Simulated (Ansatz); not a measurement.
An element in the fcc structure gives these cold pressures by all-electron LAPW under PBE (Ansatz 0.2.0, scalar-relativistic, no spin polarisation).

| V (Å³/atom) | P (GPa) |
| --- | --- |
| 18.85 | 0.01 |
| 17.91 | 10.69 |
| 16.02 | 41.3 |
| 14.14 | 90.8 |
| 12.25 | 172.8 |
| 10.37 | 324.9 |
| 8.48 | 627.4 |
| 7.54 | 916.8 |

Task: Which element is it?

Result: Ta. Its zero-pressure volume in this structure is near 18.8 Å³/atom; the volume and the steepness of P(V) together point to it, though neighbours can come close. This is the case that was computed; others weren't tested.
